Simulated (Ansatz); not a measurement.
**CdSe: levels of theory**

The task, for CdSe: compare levels of theory.

Computed with Ansatz 0.2.0 (DFT PBE, scalar-relativistic, plane waves, PAW, and further levels as typed in the inputs, unless a step's input says otherwise).

## (1) The starting structure

The structure is cubic, space group F-43m (No. 216). Conventional cell: a = 6.020 Å, b = 6.020 Å, c = 6.020 Å, α = 90.00°, β = 90.00°, γ = 90.00°. Around Cd (site symmetry -43m) lie 4 Se at 2.61 Å. Se (site symmetry -43m) has 4 Cd at 2.61 Å as nearest neighbours.

Structure file:

```xyz
2
Lattice="0.0000 3.0100 3.0100 3.0100 0.0000 3.0100 3.0100 3.0100 0.0000" Properties=species:S:1:pos:R:3 pbc="T T T"
Cd    0.0000    0.0000    0.0000
Se    1.5050    1.5050    1.5050
```

## (2) Single point: CdSe, no spin

File input.yaml:

```yaml
crystal:
  lattice:
    - [0.0, 3.01, 3.01]
    - [3.01, 0.0, 3.01]
    - [3.01, 3.01, 0.0]
  atoms:
    - { symbol: Cd, position: [0.0, 0.0, 0.0] }
    - { symbol: Se, position: [0.25, 0.25, 0.25] }
scf:
  occupations: { method: fixed }
  n_extra_bands: 6
output:
  write_density: true
  write_potential: true
  elf: true
  volumetric_format: npy
kpoints:
  mp_grid: { grid: [8, 8, 8] }
hamiltonian:
  xc: pbe
```

Started as:

```sh
> ansatz run input.yaml --threads 2 --pin off --max-ram 6144MiB --backend cpu --events-out ev --progress --plain --runs-dir out
```

What it wrote (excerpt; [...] marks lines left out):

```text
Warning: RAYON_NUM_THREADS=2 ignored (pool sized by the plan → 2); use --threads N
scf.n_extra_bands = 6 over 18 filled bands (N_el = 36.0): the run solves 24 bands
[...]
Pseudopotentials: kind: paw
Pseudopotential: Cd, paw, valence charge 20, recommended cutoff 420 eV (normal), Cd.paw.azcp
Pseudopotential: Se, paw, valence charge 16, recommended cutoff 420 eV (normal), Se.paw.azcp
Functional definition: PBE
[...]
Crystal: 2 atoms, lattice volume = 54.542 Å³
Basis set: ecut = 420 eV, 1067 PW (Γ)
Bands: 24, of which v1, the nominal top of the filled ones, is band 18 counted from 1 (17 counted from 0)
Symmetry: 24 space group operations
Space group: F-43m (ITA 216), of the structure as read, at distance tolerance 3.8e-5 Å
k-points: 29 of 512 (time reversal used)
[...]
SCF iter   1: F=—  HF=-13724.728351 eV  |F-HF|=—  |Δ(HF+E_count)|=         —  Δρ=8.83e-4  dr2=8.45e-4  ethr=1.77e-3  ⟨swp⟩=4.9  Hψ=2530  notcnv=0  defer=112
[...]
SCF iter   6: F=-13724.729107 eV  HF=-13724.729107 eV  |F-HF|=4.51e-9  |Δ(HF+E_count)|=   3.34e-8  Δρ=2.55e-6  dr2=1.80e-9  ethr=6.45e-11  ⟨swp⟩=6.3  Hψ=3216  notcnv=0
[...]
SCF converged after 6 iterations
Free energy (F): -13724.729107 eV
[...]
E sigma→0 (E₀):  -13724.729107 eV
Fermi energy:    7.932576 eV
[...]
--- Band table (eV; the first three rows and the last of 29) ---
  k-point 0: bands = ["-93.7575", "-54.8278", "-54.8278", "-54.8278", "-38.7869", "-38.7869", "-38.7869", "-38.7830", "-38.7830", "-4.8387", "-0.1046", "-0.1046", "-0.1046", "0.3052", "0.3052", "7.9326", "7.9326", "7.9326", "8.6045", "13.8762", "13.8762", "13.8762", "17.8470", "19.1423"]
[...]
```

Wall time 0.9 s (2 threads of Intel Xeon 6975P-C (Granite Rapids), shared host); peak memory 0.37 GiB.

Axes a, b and c in the maps are those of this run's conventional cell (a, b, c = 6.020, 6.020, 6.020 Å).

Density in a lattice plane of the grid's cell (edges 6.02 and 6.02 Å, at 0.000 of the third edge), which holds Cd.

Ten even steps from ' ' (0.01 e/Å³) to '@' (26.56 e/Å³):
```
**++::                                      ::++
::..                                          ..
                                                
                                                
                                                
                                                
                                                
                      ..::..                    
                    ::++**++::                  
                    --##@@##--                  
                    ::++**++::                  
                      ..::..                    
                                                
                                                
                                                
                                                
                                                
::..                                          ..
**++::                                      ::++
@@##--                                      --##
```
Columns run along the first of these edges and rows up along the second, over one cell in 24 and 20 even steps from the bottom left corner. Atoms in the plane (fractional): Cd at (0.00, 0.00), Cd at (0.50, 0.50).

ELF in the same plane.

Values, 12 rows by 12 columns:
```
0.59 0.43 0.18 0.17 0.11 0.03 0.01 0.03 0.11 0.17 0.18 0.43
0.24 0.18 0.22 0.36 0.29 0.11 0.05 0.11 0.29 0.36 0.22 0.18
0.12 0.17 0.36 0.50 0.36 0.17 0.12 0.17 0.36 0.50 0.36 0.17
0.05 0.11 0.29 0.36 0.22 0.18 0.24 0.18 0.22 0.36 0.29 0.11
0.01 0.03 0.11 0.17 0.18 0.43 0.59 0.43 0.18 0.17 0.11 0.03
0.01 0.01 0.05 0.12 0.24 0.59 0.92 0.59 0.24 0.12 0.05 0.01
0.01 0.03 0.11 0.17 0.18 0.43 0.59 0.43 0.18 0.17 0.11 0.03
0.05 0.11 0.29 0.36 0.22 0.18 0.24 0.18 0.22 0.36 0.29 0.11
0.12 0.17 0.36 0.50 0.36 0.17 0.12 0.17 0.36 0.50 0.36 0.17
0.24 0.18 0.22 0.36 0.29 0.11 0.05 0.11 0.29 0.36 0.22 0.18
0.59 0.43 0.18 0.17 0.11 0.03 0.01 0.03 0.11 0.17 0.18 0.43
0.92 0.59 0.24 0.12 0.05 0.01 0.01 0.01 0.05 0.12 0.24 0.59
```
Columns run along the first of these edges and rows up along the second, over one cell in 12 and 12 even steps from the bottom left corner. Atoms in the plane (fractional): Cd at (0.00, 0.00), Cd at (0.50, 0.50).

Both are smooth fields of the valence electrons: close to the nuclei they are not physical.

Outside the cores ELF peaks at 0.82 in the shell around Se, 0.9 Å from Se.

## (3) Single point: LDA

input.yaml: that of step 2 with these lines changed.

```diff
@@ -11,7 +11,3 @@
   n_extra_bands: 6
-output:
-  write_density: true
-  write_potential: true
-  elf: true
-  volumetric_format: npy
+output: {}
 kpoints:
@@ -19,2 +15,2 @@
 hamiltonian:
-  xc: pbe
+  xc: lda
```

Started as:

```sh
> ansatz run input.yaml --threads 2 --pin off --max-ram 6144MiB --backend cpu --events-out ev --progress --plain --runs-dir out
```

What it wrote (excerpt; [...] marks lines left out):

```text
Warning: RAYON_NUM_THREADS=2 ignored (pool sized by the plan → 2); use --threads N
scf.n_extra_bands = 6 over 18 filled bands (N_el = 36.0): the run solves 24 bands
[...]
Pseudopotentials: kind: paw
Pseudopotential: Cd, paw, valence charge 20, recommended cutoff 420 eV (normal), Cd.paw.azcp
Pseudopotential: Se, paw, valence charge 16, recommended cutoff 420 eV (normal), Se.paw.azcp
Functional definition: SPW92
[...]
Crystal: 2 atoms, lattice volume = 54.542 Å³
Basis set: ecut = 420 eV, 1067 PW (Γ)
Bands: 24, of which v1, the nominal top of the filled ones, is band 18 counted from 1 (17 counted from 0)
Symmetry: 24 space group operations
Space group: F-43m (ITA 216), of the structure as read, at distance tolerance 3.8e-5 Å
k-points: 29 of 512 (time reversal used)
[...]
SCF iter   1: F=—  HF=-13502.242983 eV  |F-HF|=—  |Δ(HF+E_count)|=         —  Δρ=7.21e-3  dr2=2.17e-2  ethr=1.77e-3  ⟨swp⟩=4.9  Hψ=2533  notcnv=0  defer=112
[...]
SCF iter   6: F=-13502.236438 eV  HF=-13502.236438 eV  |F-HF|=1.31e-9  |Δ(HF+E_count)|=   5.11e-8  Δρ=6.74e-6  dr2=2.03e-8  ethr=2.78e-10  ⟨swp⟩=2.0  Hψ=1335  notcnv=0
[...]
SCF converged after 6 iterations
Free energy (F): -13502.236438 eV
[...]
E sigma→0 (E₀):  -13502.236438 eV
Fermi energy:    7.611284 eV
[...]
```

It took 0.62 s on 2 threads of Intel Xeon 6975P-C (Granite Rapids), shared host; peak memory 0.36 GiB.

## (4) Single point: r2SCAN

input.yaml: that of step 3 with these lines changed.

```diff
@@ -15,2 +15,2 @@
 hamiltonian:
-  xc: lda
+  xc: r2scan
```

Started as:

```sh
> ansatz run input.yaml --threads 2 --pin off --max-ram 6144MiB --backend cpu --events-out ev --progress --plain --runs-dir out
```

What it wrote (excerpt; [...] marks lines left out):

```text
Warning: RAYON_NUM_THREADS=2 ignored (pool sized by the plan → 2); use --threads N
scf.n_extra_bands = 6 over 18 filled bands (N_el = 36.0): the run solves 24 bands
[...]
Pseudopotentials: kind: paw
Pseudopotential: Cd, paw, valence charge 20, recommended cutoff 500 eV (meta_gga), Cd.paw.azcp
Pseudopotential: Se, paw, valence charge 16, recommended cutoff 500 eV (meta_gga), Se.paw.azcp
Functional definition: r2SCAN
[...]
Crystal: 2 atoms, lattice volume = 54.542 Å³
Basis set: ecut = 500 eV, 1411 PW (Γ), exchange–correlation on 128×128×128 points (64 copies of the dense FFT grid, shifted against one another)
Bands: 24, of which v1, the nominal top of the filled ones, is band 18 counted from 1 (17 counted from 0)
Symmetry: 24 space group operations
Space group: F-43m (ITA 216), of the structure as read, at distance tolerance 3.8e-5 Å
k-points: 29 of 512 (time reversal used)
[...]
SCF iter   1: F=—  HF=-13747.795046 eV  |F-HF|=—  |Δ(HF+E_count)|=         —  Δρ=5.32e-3  dr2=9.40e-3  dr2_τ=1.57e-2  ethr=1.77e-3  ⟨swp⟩=4.8  Hψ=2534  notcnv=0  defer=112
[...]
SCF iter   6: F=-13747.805444 eV  HF=-13747.805444 eV  |F-HF|=9.60e-10  |Δ(HF+E_count)|=   1.19e-7  Δρ=7.32e-6  dr2=2.01e-8  dr2_τ=2.36e-9  ethr=2.78e-10  ⟨swp⟩=1.2  Hψ=1715  notcnv=0
[...]
SCF converged after 6 iterations
Free energy (F): -13747.805444 eV
[...]
E sigma→0 (E₀):  -13747.805444 eV
Fermi energy:    7.635196 eV
[...]
```

Wall time 1.5 s (2 threads of Intel Xeon 6975P-C (Granite Rapids), shared host); peak memory 0.48 GiB.

## (5) Single point: PBE with spin-orbit coupling

input.yaml: that of step 4 with these lines changed.

```diff
@@ -11,3 +11,7 @@
   n_extra_bands: 6
-output: {}
+output:
+  write_density: true
+  write_potential: true
+  elf: true
+  volumetric_format: npy
 kpoints:
@@ -15,2 +19,6 @@
 hamiltonian:
-  xc: r2scan
+  xc: pbe
+  pseudopotentials: { kind: paw_fr }
+magnetization:
+  noncollinear: true
+  spin_orbit: true
```

Started as:

```sh
> ansatz run input.yaml --threads 2 --pin off --max-ram 6144MiB --backend cpu --events-out ev --progress --plain --runs-dir out
```

What it wrote (excerpt; [...] marks lines left out):

```text
Warning: RAYON_NUM_THREADS=2 ignored (pool sized by the plan → 2); use --threads N
scf.n_extra_bands = 6 over 36 filled bands (N_el = 36.0): the run solves 42 bands
[...]
Pseudopotentials: kind: paw_fr
Pseudopotential: Cd, paw_fr, valence charge 20, recommended cutoff 420 eV (normal), Cd.paw.azcp#standard-fr
Pseudopotential: Se, paw_fr, valence charge 16, recommended cutoff 420 eV (normal), Se.paw.azcp#standard-fr
Functional definition: PBE
[...]
non-collinear run that drives no moment, with spin-orbit: no starting moment large enough to seed its density (crystal.atoms[].spin), no starting occupations that ask for one, no magnetisation constraint and no magnetic field, so the semilocal B_xc is pinned to zero
Crystal: 2 atoms, lattice volume = 54.542 Å³
Basis set: ecut = 420 eV, 1067 PW (Γ)
Bands: 42, of which v1, the nominal top of the filled ones, is band 36 counted from 1 (35 counted from 0)
[...]
k-points: 29 of 512 (time reversal used)
Projection manifold: j_resolved (fully-relativistic pseudo-atomic orbitals)
[...]
SCF iter   1: F=—  HF=-13728.148467 eV  |F-HF|=—  |Δ(HF+E_count)|=         —  Δρ=5.32e-2  dr2=1.51e0  dr2_m=0.00e0 (ungated)  ethr=3.10e-3  |M|=0.00e0 ∫|m|=0.00e0 μB  |m|>n=0.0e0 m-floor=0.0e0 τ_xc=0.0e0  β_m=0.30  ⟨swp⟩=7.0  Hψ=4882  notcnv=0  defer=60
[...]
SCF iter   7: F=-13727.583760 eV  HF=-13727.583760 eV  |F-HF|=1.11e-8  |Δ(HF+E_count)|=   1.66e-6  Δρ=1.23e-5  dr2=5.74e-8  dr2_m=0.00e0 (ungated)  ethr=2.78e-10  |M|=0.00e0 ∫|m|=0.00e0 μB  |m|>n=0.0e0 m-floor=0.0e0 τ_xc=0.0e0  ⟨swp⟩=8.7  Hψ=5336  notcnv=0
[...]
SCF converged after 7 iterations
Magnetization: |M| = 0.0000 μB,  M = (+0.0000, +0.0000, +0.0000) μB
Absolute magnetization: 0.0000 μB (∫|m|)
  site 0: m = (+0.0000, +0.0000, +0.0000) μB, |m| = 0.0000 μB  (R = 1.08 Å)
  site 1: m = (+0.0000, +0.0000, +0.0000) μB, |m| = 0.0000 μB  (R = 1.08 Å)
Free energy (F): -13727.583760 eV
[...]
E sigma→0 (E₀):  -13727.583760 eV
Fermi energy:    8.052804 eV
[...]
--- Band table (eV; the first three rows and the last of 29) ---
[...]
```

Run time: 3.9 s. Hardware: 2 threads of Intel Xeon 6975P-C (Granite Rapids), shared host; peak memory 0.56 GiB.

The maps below are laid out on this run's own conventional cell (a, b, c = 6.020, 6.020, 6.020 Å).

Density in a lattice plane of the grid's cell (edges 6.02 and 6.02 Å, at 0.000 of the third edge), which holds Cd.

Values in e/Å³, 12 rows by 12 columns:
```
 9.52  3.43  0.36  0.09  0.04  0.02  0.02  0.02  0.04  0.09  0.36  3.44
 0.62  0.36  0.17  0.11  0.07  0.04  0.03  0.04  0.07  0.11  0.17  0.36
 0.09  0.09  0.11  0.13  0.11  0.09  0.09  0.09  0.11  0.13  0.11  0.09
 0.03  0.04  0.07  0.11  0.17  0.36  0.62  0.36  0.17  0.11  0.07  0.04
 0.02  0.02  0.04  0.09  0.36  3.43  9.52  3.44  0.36  0.09  0.04  0.02
 0.01  0.02  0.03  0.09  0.62  9.52 26.56  9.52  0.62  0.09  0.03  0.02
 0.02  0.02  0.04  0.09  0.36  3.44  9.52  3.43  0.36  0.09  0.04  0.02
 0.03  0.04  0.07  0.11  0.17  0.36  0.62  0.36  0.17  0.11  0.07  0.04
 0.09  0.09  0.11  0.13  0.11  0.09  0.09  0.09  0.11  0.13  0.11  0.09
 0.62  0.36  0.17  0.11  0.07  0.04  0.03  0.04  0.07  0.11  0.17  0.36
 9.52  3.44  0.36  0.09  0.04  0.02  0.02  0.02  0.04  0.09  0.36  3.43
26.56  9.52  0.62  0.09  0.03  0.02  0.01  0.02  0.03  0.09  0.62  9.52
```
Columns run along the first of these edges and rows up along the second, over one cell in 12 and 12 even steps from the bottom left corner. Atoms in the plane (fractional): Cd at (0.00, 0.00), Cd at (0.50, 0.50).

ELF in the same plane.

Values, 12 rows by 12 columns:
```
0.59 0.43 0.18 0.17 0.11 0.03 0.01 0.03 0.11 0.17 0.18 0.43
0.24 0.18 0.22 0.36 0.29 0.11 0.05 0.11 0.29 0.36 0.22 0.18
0.12 0.17 0.36 0.49 0.36 0.17 0.12 0.17 0.36 0.49 0.36 0.17
0.05 0.11 0.29 0.36 0.22 0.18 0.24 0.18 0.22 0.36 0.29 0.11
0.01 0.03 0.11 0.17 0.18 0.43 0.59 0.43 0.18 0.17 0.11 0.03
0.01 0.01 0.05 0.12 0.24 0.59 0.92 0.59 0.24 0.12 0.05 0.01
0.01 0.03 0.11 0.17 0.18 0.43 0.59 0.43 0.18 0.17 0.11 0.03
0.05 0.11 0.29 0.36 0.22 0.18 0.24 0.18 0.22 0.36 0.29 0.11
0.12 0.17 0.36 0.49 0.36 0.17 0.12 0.17 0.36 0.49 0.36 0.17
0.24 0.18 0.22 0.36 0.29 0.11 0.05 0.11 0.29 0.36 0.22 0.18
0.59 0.43 0.18 0.17 0.11 0.03 0.01 0.03 0.11 0.17 0.18 0.43
0.92 0.59 0.24 0.12 0.05 0.01 0.01 0.01 0.05 0.12 0.24 0.59
```
Columns run along the first of these edges and rows up along the second, over one cell in 12 and 12 even steps from the bottom left corner. Atoms in the plane (fractional): Cd at (0.00, 0.00), Cd at (0.50, 0.50).

Both are smooth fields of the valence electrons: close to the nuclei they are not physical.

Maxima of ELF outside the ion cores: 0.82 in the shell around Se, 0.9 Å from Se.

## (6) Summary of results

| step | level | volume (Å³/atom) | pressure (GPa) | energy (eV) | gap on the mesh (eV) | time |
| --- | --- | --- | --- | --- | --- | --- |
| 2 | PBE | 27.27 | n/a | -13724.729 | 0.67 | 0.9 s |
| 3 | LDA | 27.27 | n/a | -13502.236 | n/a | 0.62 s |
| 4 | r2SCAN | 27.27 | n/a | -13747.805 | n/a | 1.5 s |
| 5 | PBE with spin-orbit coupling | 27.27 | n/a | -13727.584 | 0.55 | 3.9 s |

Totals of different systems or levels have different zeros; only balanced differences at one level mean anything.

The rows set the runs side by side; convergence of the settings was not tested in this session.

These are semilocal Kohn-Sham gaps, which aren't the measured quantity. Such gaps usually fall short of the measured ones.
